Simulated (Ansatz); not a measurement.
# Se (R-3m): from the listed cell to zero pressure

Where does the pressure of Se (R-3m) vanish? The run doesn't test whether this is the element's stable form.

Program: Ansatz 0.2.0. Level of theory: DFT r²SCAN, scalar-relativistic, plane waves, PAW. These are calculated values, not measurements.

### 1 Starting point

The structure is trigonal, space group R-3m (No. 166). Conventional cell: a = 3.850 Å, b = 3.850 Å, c = 2.645 Å, α = 90.00°, β = 90.00°, γ = 120.00°. Se (site symmetry -3m) is surrounded by 8 Se at 2.39 to 2.65 Å.

As a file:

```cif
data_structure
_symmetry_space_group_name_H-M 'R-3m:H'
_symmetry_Int_Tables_number 166
_cell_length_a 3.8500
_cell_length_b 3.8500
_cell_length_c 2.6450
_cell_angle_alpha 90.000
_cell_angle_beta 90.000
_cell_angle_gamma 120.000
_cell_volume 33.95
loop_
_atom_site_label
_atom_site_type_symbol
_atom_site_symmetry_multiplicity
_atom_site_Wyckoff_symbol
_atom_site_fract_x
_atom_site_fract_y
_atom_site_fract_z
_atom_site_occupancy
Se1 Se 3 a 0.00000 0.00000 0.00000 1
```

### 2 First run, at the start cell

The input, input.yaml:

```yaml
crystal:
  lattice:
    - [1.925, 1.1113992682, 0.8816666667]
    - [-1.925, 1.1113992682, 0.8816666667]
    - [0.0, -2.2227985364, 0.8816666667]
  atoms:
    - { symbol: Se, position: [0.0, 0.0, 0.0] }
basis:
  ecutwfc: 420
  ecutrho_ratio: 4
kpoints:
  mp_grid: { grid: [10, 10, 10] }
hamiltonian:
  xc: pbe
scf:
  occupations: { method: gaussian, width: 0.05 }
output:
  forces: true
  stress: true
  eigenvalues: true
relax:
  f_tol: 0.03
  max_steps: 60
  cell: { stress_tol: 0.3 }
```

Launch:

```console
$ ansatz run input.yaml --threads 1 --pin off --max-ram 2560MiB --backend cpu --events-out ev --progress --plain --runs-dir out
```

After this run come: Another level, run 2; A new volume, run 3; Next volume, run 4.

Before running it: what results should come out? Wanted: volume; pressure; conventional cell; gap on the mesh.

As calculated:

| quantity | value |
| --- | --- |
| volume | 22.281 Å³/atom |
| pressure | 0.00 GPa |
| conventional cell | a = 3.972 Å, b = 3.972 Å, c = 4.893 Å, α = 90.00°, β = 90.00°, γ = 120.00° |
| gap on the mesh | none (metal) |

The volume went from 11.32 to 22.28 Å³/atom (+96.9 %), where 0.00 GPa is left.
